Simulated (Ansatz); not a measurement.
## ScAl (Pm-3m), comparing deformations

Method: DFT r2SCAN, scalar-relativistic, plane waves, PAW in Ansatz 0.2.0. Settings: plane waves to 500 eV, k-mesh 18×18×18 (Γ-centred), Gaussian smearing 0.15 eV. No spin polarisation. Energies are free energies at this smearing, counted from the undisturbed cell; pressure is positive in compression.

The starting cell (relaxed at this level; with this scan's settings it stands at 0.1 GPa; it needn't be the usual structure):

```
Sc Al
1.0
     3.36910    0.00000    0.00000
     0.00000    3.36910    0.00000
     0.00000    0.00000    3.36910
Sc Al
1 1
Cartesian
  1.6845 1.6845 1.6845
  0.0000 0.0000 0.0000
```

The cell is strained by ε times a Voigt pattern (xx, yy, zz, yz, xz, xy; engineering shear) with fractional coordinates fixed. τ = (1/V0) dE/dε comes from the stress tensor. Of each scan, only the three points used here are listed.

```csv
pattern,ε,τ (GPa)
"(0, 0, 0, 0, 0, 1)",-0.0125,-1.25
"(0, 0, 0, 0, 0, 1)",0.0000,0.00
"(0, 0, 0, 0, 0, 1)",0.0125,1.25
"(1, -1, 0, 0, 0, 0)",-0.0050,-0.27
"(1, -1, 0, 0, 0, 0)",0.0000,0.00
"(1, -1, 0, 0, 0, 0)",0.0050,0.27
```

Question: Which constants do the scans give, and which deformation costs least for the same size of strain tensor?

Answer: The slope dτ/dε at zero (parabola through three points) is pᵀCp: (0, 0, 0, 0, 0, 1) gives C44 = 100 GPa; (1, -1, 0, 0, 0, 0) gives 2(C11 − C12) = 53 GPa. The size of the strain tensor, ε:ε, is ε² times 0.5, 2.0. Per unit of it the stiffnesses are 200, 27 GPa, so (1, -1, 0, 0, 0, 0) is the softest of these: at ε:ε = (1 %)² the quadratic term costs 0.16 meV/atom against 1.20 for the stiffest.

Question: How anisotropic is this cubic crystal?

Answer: Zener's ratio 2 C44/(C11 − C12) = 7.53; it is 1 for an isotropic solid.

In a metal these slopes depend on the k mesh and the smearing.